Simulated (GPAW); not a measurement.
The system is Ag.

```
Ag
1.0
    -1.65565    1.65565    1.65565
     1.65565   -1.65565    1.65565
     1.65565    1.65565   -1.65565
Ag
1
Direct
  0.00000 0.00000 0.00000
```

This isn't the form of Ag at room conditions, which is fcc.

```yaml
Program: GPAW 26.7.0
Task: relaxation of cell and atoms
Functional: PBEsol
Dispersion: D3
Potentials_or_basis: PAW data sets generated in the run's folder for this functional
Cutoff: 600 eV
Basis: pw
k_mesh: 11 × 11 × 11
Occupations: fermi-dirac, width 0.05 eV
Spin: no spin polarisation
```

At the start: pressure -9.5 GPa; volume 18.15 Å³/atom.

Problem. How do energy, volume and symmetry change on relaxing?

Solution. Over 4 steps the energy falls by 61.8 meV/atom and the volume is 16.32 Å³/atom (-10.1 %); space group Im-3m (No. 229, to 0.05 Å).

The path:
| step | energy change (eV) | largest force (eV/Å) | pressure (GPa) | volume (Å³) |
| --- | --- | --- | --- | --- |
| 1 | 0.0000 | 0.0000 | -9.52 | 18.15 |
| 2 | -0.0407 | 0.0000 | -6.20 | 17.33 |
| 3 | -0.0605 | 0.0000 | 1.76 | 16.07 |
| 4 | -0.0618 | 0.0000 | -0.20 | 16.32 |

Final structure:
```
CELL_PARAMETERS angstrom
-1.59800 1.59800 1.59800
1.59800 -1.59800 1.59800
1.59800 1.59800 -1.59800
ATOMIC_POSITIONS crystal
Ag 0.00000 0.00000 0.00000
```

Caveat: later steps reuse the first step's grids; pairwise dispersion overbinds metals, which lowers pressure and volume.
